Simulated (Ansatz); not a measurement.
## KCl (Fm-3m): gap against strain (isotropic on every length)

KCl (started from an entry of an open crystallographic database), relaxed with r2SCAN in Ansatz, then strained (isotropic on every length; changes of length per length, axes as in the cell below) with the atoms relaxed again within the symmetry that is left. The symmetry is Fm-3m (No. 225, cubic); conventional cell a = 6.290 Å, 31.10 Å³ an atom. Around K lie 6 Cl at 3.14 Å; around Cl lie 6 K at 3.14 Å. (Simulation; spin polarisation is off.)

```
K Cl
1.0
     0.00000    3.14485    3.14485
     3.14485    0.00000    3.14485
     3.14485    3.14485    0.00000
K Cl
1 1
Cartesian
  0.0000 0.0000 0.0000
  3.1448 3.1448 3.1448
```

Gaps are the least over each mesh (PBE 8×8×8, r2SCAN 8×8×8, HSE06 6×6×6 when unstrained) and the special points, which keep their unstrained names; stress is the change from the unstrained cell, compression positive.

| strain (%) | gap, PBE (eV) | gap, r2SCAN (eV) | gap, HSE06 (eV) | edges, HSE06 | mean stress, r2SCAN (GPa) | energy rise, r2SCAN (meV/atom) |
| --- | --- | --- | --- | --- | --- | --- |
| -4.31 | 5.689 | 6.343 | 7.034 | Γ | +3.54 | 38.0 |
| -1.12 | 5.314 | 5.954 | 6.633 | Γ | +0.71 | 2.4 |
| 0.0 | 5.194 | 5.831 | 6.505 | Γ | 0.00 | 0.0 |
| +2.98 | 4.903 | 5.535 | 6.193 | Γ | -1.37 | 12.8 |

Between zero and the nearest strains the slope of the HSE06 gap against strain is -0.114 eV per percent for negative and -0.105 for positive strain.

The meshes of the hybrids are coarse, so their gaps aren't converged to the digits shown.
